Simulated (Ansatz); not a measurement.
Geometry optimisation, DFT PBE, scalar-relativistic, plane waves, PAW (Ansatz).

Input:

```yaml
accuracy: low
crystal:
  lattice:
    - [0.0, 3.865, 3.865]
    - [3.865, 0.0, 3.865]
    - [3.865, 3.865, 0.0]
  atoms:
    - { symbol: Mg, position: [0.0, 0.0, 0.0] }
    - { symbol: O, position: [0.25, 0.25, 0.25] }
    - { symbol: Mg, position: [0.0, 0.0, 0.5] }
    - { symbol: O, position: [0.25, 0.25, 0.75] }
    - { symbol: Mg, position: [0.0, 0.5, 0.0] }
    - { symbol: O, position: [0.25, 0.75, 0.25] }
    - { symbol: Mg, position: [0.0, 0.5, 0.5] }
    - { symbol: O, position: [0.25, 0.75, 0.75] }
    - { symbol: Mg, position: [0.5, 0.0, 0.0] }
    - { symbol: O, position: [0.75, 0.25, 0.25] }
    - { symbol: Mg, position: [0.5, 0.0, 0.5] }
    - { symbol: O, position: [0.75, 0.25, 0.75] }
    - { symbol: Mg, position: [0.5, 0.5, 0.0] }
    - { symbol: O, position: [0.75, 0.75, 0.25] }
    - { symbol: Mg, position: [0.5, 0.5, 0.5] }
    - { symbol: O, position: [0.75, 0.75, 0.75] }
    - { symbol: H, position: [0.369771, 0.8792075, 0.3817188], spin: 1.0 }
magnetization:
  spin_polarized: true
basis:
  ecutwfc: 420.0
kpoints:
  mp_grid: { grid: [2, 2, 2] }
hamiltonian:
  xc: pbe
  pseudopotentials: { kind: paw, azcp: { folder: soft_1 } }
scf:
  occupations: { method: fermi_dirac, width: 0.05 }
  lower_state_search: "off"
relax:
  f_tol: 0.08
  max_steps: 25
  adjacent_minimum: "off"
```

Launched with:

```bash
$ ansatz run input.yaml --threads 1 --pin off --max-ram 3072MiB --backend cpu --events-out ev --progress --plain --runs-dir out
```

Question: Where does it end, and by what steps?

Answer: The run converged. The force dipped under the threshold on the way, but the program's further checks kept it going. Limits of this set-up: coarse k mesh, a small cell, in which the defect meets its images, low accuracy level. After 3 steps the energy has fallen by 0.327 eV; O8 moved furthest, 0.07 Å.

```tsv
step	energy less start (eV)	largest force component (eV/Å)	accepted
0	0.0000	1.396	yes
1	-0.2196	0.788	yes
2	-0.3273	0.048	yes
3	-0.3273	0.048	yes
```

```xyz
17
Lattice="0.0000 3.8650 3.8650 3.8650 0.0000 3.8650 3.8650 3.8650 0.0000" Properties=species:S:1:pos:R:3
Mg 0.007 -0.005 0.005
O 1.974 1.893 1.972
Mg 1.940 1.927 -0.006
O 3.866 3.866 1.933
Mg 1.929 -0.005 1.927
O 3.828 1.894 3.826
Mg 3.872 1.938 1.927
O 5.839 3.905 3.825
Mg -0.003 1.928 1.937
O 1.936 3.866 3.864
Mg 1.940 3.871 1.938
O 3.866 5.797 3.864
Mg 1.929 1.938 3.870
O 3.828 3.904 5.836
Mg 3.862 3.870 3.860
O 5.801 5.797 5.798
H 4.839 2.900 4.830
```

Time of the run: 34 s on 1 thread of Arm Neoverse V1, with other jobs on the host, peak memory 0.44 GiB.
